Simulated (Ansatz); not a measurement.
The system is Te2Mo.

```
Te Mo
1.0
     3.51820    0.00000    0.00000
    -1.75910    3.04685    0.00000
     0.00000    0.00000   13.97360
Te Mo
4 2
Direct
  0.66667 0.33333 0.37900
  0.33333 0.66667 0.87900
  0.66667 0.33333 0.12100
  0.33333 0.66667 0.62100
  0.66667 0.33333 0.75000
  0.33333 0.66667 0.25000
```

- Program: Ansatz 0.2.0
- Task: relaxation of cell and atoms
- Functional: r2SCAN
- Potentials or basis: Ansatz PAW
- Cutoff: 500 eV (not typed: the program's choice for these potentials)
- k mesh: 9 × 9 × 2
- Occupations: fermi-dirac, width 0.05 eV
- Spin: no spin polarisation
- Hubbard terms: Mo d U = 6.2 eV

At the start: volume 24.96 Å³/atom.

Q: Where does the relaxation end?

A: It ends after 6 steps and the volume is 28.56 Å³/atom (+14.4 %); space group P6_3/mmc (No. 194, to 0.05 Å).

Step by step:
| step | energy change (eV) | largest force (eV/Å) | volume (Å³) |
| --- | --- | --- | --- |
| 1 | 0.0000 | 0.2110 | 149.79 |
| 2 | -0.2105 | 0.8800 | 169.04 |
| 3 | -0.3089 | 0.1111 | 172.84 |
| 4 | -0.3122 | 0.0184 | 170.95 |
| 5 | -0.3124 | 0.0024 | 171.36 |
| 6 | -0.3180 | 0.0023 | 171.36 |

Final structure:
```xyz
6
Lattice="3.7028 0.0000 0.0000 -1.8514 3.2067 0.0000 0.0000 0.0000 14.4314" Properties=species:S:1:pos:R:3 pbc="T T T"
Te    1.8514    1.0689    5.3450
Te    0.0000    2.1378   12.5607
Te    1.8514    1.0689    1.8707
Te    0.0000    2.1378    9.0864
Mo    1.8514    1.0689   10.8236
Mo    0.0000    2.1378    3.6079
```

Caveat: the plane-wave basis is chosen anew once the cell has moved, so the energies of steps on either side of that aren't comparable; the volume moved by +14 % from the deposited cell, more than functionals usually miss; the PAW data sets come from PBE, with cores solved anew for the run's functional, which leaves a small shift of forces and pressure; the U is typed as a test and isn't derived for this compound.
